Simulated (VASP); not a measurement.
# Cd: convergence, surface energy

Cd, slab, 16 atoms in the cell. PBE; PAW potentials Cd (PBE set). VASP 6.6.1.

Wanted: surface energy, atoms not relaxed within 0.02 J/m²; face levels within 0.04 eV.

Crystal: Cd, P6_3/mmc; Face: (1 0 0); Starting cell: bulk cell relaxed first with the same functional.

Face levels: vacuum level at each face, counted from the Fermi level.

The series start from vacuum (Å): 12; k spacing (1/Å): 0.25; Smearing SIGMA (eV): 0.1; Cutoff ENCUT (eV): 360; SCF threshold EDIFF (eV): 1e-6; PREC: Accurate; LREAL: .FALSE.; ALGO: Normal; atomic planes: 6. Each series keeps the choices made before it, and each single choice may use up half of a tolerance. Times cover all steps of a run.

## Vacuum (Å)

| Vacuum (Å) | Surface energy, atoms not relaxed (J/m²) | Face levels, largest deviation (eV) | Time (s) |
|---|---|---|---|
| 5 | 0.444 | 0.260 | 39 |
| 7 | 0.440 | 0.092 | 45 |
| 9 | 0.435 | 0.038 | 57 |
| 12 | 0.434 | 0.002 | 70 |
| 15 | 0.434 | 0.001 | 79 |
| 20 (reference) | 0.434 | 0.000 | 96 |

Chosen: 12, the loosest value from which every tighter one stays within half of the tolerance.

## k spacing (1/Å)

| k spacing (1/Å) | Surface energy, atoms not relaxed (J/m²) | Face levels, largest deviation (eV) | Time (s) |
|---|---|---|---|
| 0.6 | 0.578 | 0.113 | 23 |
| 0.45 | 0.479 | 0.282 | 32 |
| 0.35 | 0.398 | 0.010 | 53 |
| 0.25 | 0.434 | 0.148 | 70 |
| 0.2 | 0.461 | 0.076 | 83 |
| 0.15 | 0.442 | 0.041 | 175 |
| 0.12 (reference) | 0.432 | 0.000 | 244 |

Chosen: 0.12; the next looser run is off by more than half of the tolerance, so convergence isn't shown beyond this value.

## Smearing SIGMA (eV)

| Smearing SIGMA (eV) | Surface energy, atoms not relaxed (J/m²) | Face levels, largest deviation (eV) | Time (s) |
|---|---|---|---|
| 0.4 | 0.431 | 0.010 | 204 |
| 0.3 | 0.431 | 0.012 | 192 |
| 0.2 | 0.432 | 0.003 | 195 |
| 0.1 | 0.432 | 0.000 | 244 |
| 0.05 (reference) | 0.432 | 0.000 | 190 |

Chosen: 0.4.

## Cutoff ENCUT (eV)

| Cutoff ENCUT (eV) | Surface energy, atoms not relaxed (J/m²) | Face levels, largest deviation (eV) | Time (s) |
|---|---|---|---|
| 220 | 0.451 | 0.009 | 74 |
| 280 | 0.430 | 0.002 | 122 |
| 320 | 0.430 | 0.002 | 154 |
| 360 | 0.431 | 0.001 | 204 |
| 410 | 0.431 | 0.000 | 203 |
| 500 (reference) | 0.430 | 0.000 | 266 |

Chosen: 280.

## SCF threshold EDIFF (eV)

| SCF threshold EDIFF (eV) | Surface energy, atoms not relaxed (J/m²) | Face levels, largest deviation (eV) | Time (s) |
|---|---|---|---|
| 0.001 | 0.430 | 0.029 | 78 |
| 0.0001 | 0.430 | 0.015 | 91 |
| 1e-5 | 0.430 | 0.005 | 103 |
| 1e-6 | 0.430 | 0.000 | 122 |
| 1e-7 (reference) | 0.430 | 0.000 | 133 |

Chosen: 0.0001.

## PREC

| PREC | Surface energy, atoms not relaxed (J/m²) | Face levels, largest deviation (eV) | Time (s) |
|---|---|---|---|
| Accurate | 0.430 | 0.000 | 91 |
| Normal | 0.428 | 0.038 | 48 |

Chosen: Accurate; no other choice that stays within half of the tolerance saves 30 % of the time.

## LREAL

| LREAL | Surface energy, atoms not relaxed (J/m²) | Face levels, largest deviation (eV) | Time (s) |
|---|---|---|---|
| .FALSE. | 0.430 | 0.000 | 91 |
| Auto | 0.430 | 0.000 | 140 |

Chosen: .FALSE..

## ALGO

| ALGO | Surface energy, atoms not relaxed (J/m²) | Face levels, largest deviation (eV) | Time (s) |
|---|---|---|---|
| Normal | 0.430 | 0.000 | 91 |
| Fast | 0.430 | 0.000 | 93 |
| All | 0.430 | 0.017 | 99 |

Chosen: Normal.

## Atomic planes

| Atomic planes | Surface energy, atoms not relaxed (J/m²) | Face levels, largest deviation (eV) | Time (s) |
|---|---|---|---|
| 4 | 0.426 | 0.107 | 70 |
| 6 | 0.430 | 0.029 | 91 |
| 8 | 0.448 | 0.048 | 126 |
| 10 | 0.444 | 0.072 | 174 |
| 14 | 0.460 | 0.034 | 352 |
| 16 (reference) | 0.460 | 0.000 | 470 |

Chosen: 16; the next looser run is off by more than half of the tolerance, so convergence isn't shown beyond this value.

The choices weren't compared together with a run at all the tightest settings, so their joint error isn't shown.

## The input

INCAR.step1:
```
SYSTEM = Cd
PREC = Accurate
ENCUT = 280
EDIFF = 1E-4
ISMEAR = 1
SIGMA = 0.4
LREAL = .FALSE.
LASPH = .TRUE.
ALGO = Normal
NELM = 120
LWAVE = .FALSE.
LCHARG = .FALSE.
GGA = PE
KPAR = 4
```

INCAR.step2, as INCAR.step1 but for:
```
+ LVHAR = .TRUE.
+ LVACPOTAV = .TRUE.
+ LDIPOL = .TRUE.
+ IDIPOL = 3
+ DIPOL = 0.5 0.5 0.5
```

KPOINTS.step1:
```
Automatic mesh
0
Gamma
  18 10 20
  0 0 0
```

KPOINTS.step2:
```
Automatic mesh
0
Gamma
  18 10 1
  0 0 0
```

POSCAR.step1:
```
Cd
1.0
    3.0450732464      0.0000000000      0.0000000000
    0.0000000000      5.5905427661      0.0000000000
    1.5225366232      0.0000000000      2.6371107878
Cd
2
Direct
    0.6666666700      0.7500000000      0.6666666700
    0.3333333300      0.2500000000      0.3333333300
```

POSCAR.step2:
```
Cd
1.0
    3.0450732464      0.0000000000      0.0000000000
    0.0000000000      5.5905427661      0.0000000000
    0.0000000000      0.0000000000     31.3388124612
Cd
16
Direct
    0.0000000050      0.7500000000      0.2195053484
    0.4999999950      0.2500000000      0.1914558826
    0.5000000050      0.7500000000      0.3036537440
    0.9999999950      0.2500000000      0.2756042782
    0.0000000050      0.7500000000      0.3878021396
    0.4999999950      0.2500000000      0.3597526738
    0.5000000050      0.7500000000      0.4719505350
    0.9999999950      0.2500000000      0.4439010694
    0.0000000050      0.7500000000      0.5560989306
    0.4999999950      0.2500000000      0.5280494650
    0.5000000050      0.7500000000      0.6402473262
    0.9999999950      0.2500000000      0.6121978604
    0.0000000050      0.7500000000      0.7243957218
    0.4999999950      0.2500000000      0.6963462560
    0.5000000050      0.7500000000      0.8085441174
    0.9999999950      0.2500000000      0.7804946516
```

Commands (each step's output is kept before the next begins):
```
cat potpaw_PBE.64/Cd/POTCAR > POTCAR
cp INCAR.step1 INCAR
cp KPOINTS.step1 KPOINTS
cp POSCAR.step1 POSCAR
mpirun -np 4 vasp_std > vasp.out
rm WAVECAR CHG
cp INCAR.step2 INCAR
cp KPOINTS.step2 KPOINTS
cp POSCAR.step2 POSCAR
mpirun -np 4 vasp_std > vasp.out
```

Limits: The atoms keep their starting positions, so the number serves for convergence, not as the relaxed result.

The chosen input took VASP 6.6.1 470 s on 4 cores (Intel Xeon Platinum 8259CL @ 2.50GHz (Skylake/Cascade Lake)), a shared host.

## An input that fails: vacuum far too thin

It runs to its end, but against the unchanged starting input it is off by 0.732 J/m² in the surface energy, atoms not relaxed, 4.133 eV in the face levels.

Vacuum (Å): 12 becomes 2.

Changes against the starting input:
```
(POSCAR.step2)
-    0.0000000000      0.0000000000     18.1532585236
+    0.0000000000      0.0000000000      8.1532585236
-    0.0000000050      0.7500000000      0.3789422675
-    0.4999999950      0.2500000000      0.3305191733
-    0.5000000050      0.7500000000      0.5242115470
-    0.9999999950      0.2500000000      0.4757884530
-    0.0000000050      0.7500000000      0.6694808267
-    0.4999999950      0.2500000000      0.6210577325
+    0.0000000050      0.7500000000      0.2304645365
+    0.4999999950      0.2500000000      0.1226503486
+    0.5000000050      0.7500000000      0.5539070939
+    0.9999999950      0.2500000000      0.4460929061
+    0.0000000050      0.7500000000      0.8773496514
+    0.4999999950      0.2500000000      0.7695354635
```
